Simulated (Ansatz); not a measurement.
Pb:

```
CELL_PARAMETERS angstrom
0.00000 2.47502 2.47502
2.47502 0.00000 2.47502
2.47502 2.47502 0.00000
ATOMIC_POSITIONS crystal
Pb 0.00000 0.00000 0.00000
```

Base run:

* Program: Ansatz 0.2.0
* Functional: PBEsol
* Potentials or basis: Ansatz PAW
* Cutoff: 420 eV (not typed: the program's choice for these potentials)
* k mesh: 7 × 7 × 7
* Occupations: fermi-dirac, width 0.05 eV
* Spin: spin-orbit coupling, no magnetisation

Its results: band gap on the k mesh none (metal or under the smearing width); pressure -0.1 GPa.

Problem. After a change of settings the same cell gave: band gap on the k mesh none (metal or under the smearing width); pressure 1.7 GPa. Which change was it?
A. k mesh from 7 × 7 × 7 to 9 × 9 × 9; spin from spin-orbit coupling, no magnetisation to no spin polarisation; potential files from those of the base run to others of the same set
B. functional from PBEsol to r2SCAN; cutoff from 420 eV (not typed: the program's choice for these potentials) to 500 eV (not typed: the program's choice for these potentials)
C. functional from PBEsol to PBE0; k mesh from 7 × 7 × 7 to 4 × 4 × 4
D. functional from PBEsol to LDA

Solution. B.

Caveats: the PAW data sets come from PBE, with cores solved anew for the run's functional, which leaves a small shift of forces and pressure.

Runs at the PBE level aren't shown here.
